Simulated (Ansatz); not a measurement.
# Cu: the cost of one run

Computed with Ansatz 0.2.0 (DFT PBEsol, scalar-relativistic, plane waves, PAW, unless a step's input says otherwise).

2 further runs of the same task are left out: 2 set aside as unsound or not needed.

### 1 The structure to begin with

It takes space group Fm-3m (No. 225, cubic). The conventional cell has a = 3.563 Å, b = 3.563 Å, c = 3.563 Å, α = 90.00°, β = 90.00°, γ = 90.00°. Around Cu (site symmetry m-3m) lie 12 Cu at 2.52 Å.

Structure file:

```cif
data_structure
_symmetry_space_group_name_H-M 'Fm-3m'
_symmetry_Int_Tables_number 225
_cell_length_a 3.5634
_cell_length_b 3.5634
_cell_length_c 3.5634
_cell_angle_alpha 90.000
_cell_angle_beta 90.000
_cell_angle_gamma 90.000
_cell_volume 45.25
loop_
_atom_site_label
_atom_site_type_symbol
_atom_site_symmetry_multiplicity
_atom_site_Wyckoff_symbol
_atom_site_fract_x
_atom_site_fract_y
_atom_site_fract_z
_atom_site_occupancy
Cu1 Cu 4 a 0.00000 0.00000 0.00000 1
```

It is the result of an earlier relaxation at this level (volume 11.31 Å³/atom; gap on the mesh: none (metal)).

### 2 The undisturbed cell

The input, input.yaml:

```yaml
crystal:
  lattice:
    - [0.0, 1.7816860088, 1.7816860088]
    - [1.7816860088, 0.0, 1.7816860088]
    - [1.7816860088, 1.7816860088, 0.0]
  atoms:
    - { symbol: Cu, position: [0.0, 0.0, 0.0] }
basis:
  ecutwfc: 420
kpoints:
  mp_grid: { grid: [28, 28, 28] }
hamiltonian:
  xc: pbesol
scf:
  occupations: { method: gaussian, width: 0.15 }
output:
  forces: true
  stress: true
  eigenvalues: true
```

Command:

```console
> ansatz run input.yaml --threads 2 --pin off --max-ram 5120MiB --backend cpu --events-out ev --progress --plain --runs-dir out
```

Q: Estimate wall time and peak memory on 2 threads of Intel Xeon Platinum 8259CL at 2.50GHz (Skylake/Cascade Lake), shared host.

About 4.6 s, with a peak of 0.44 GiB.
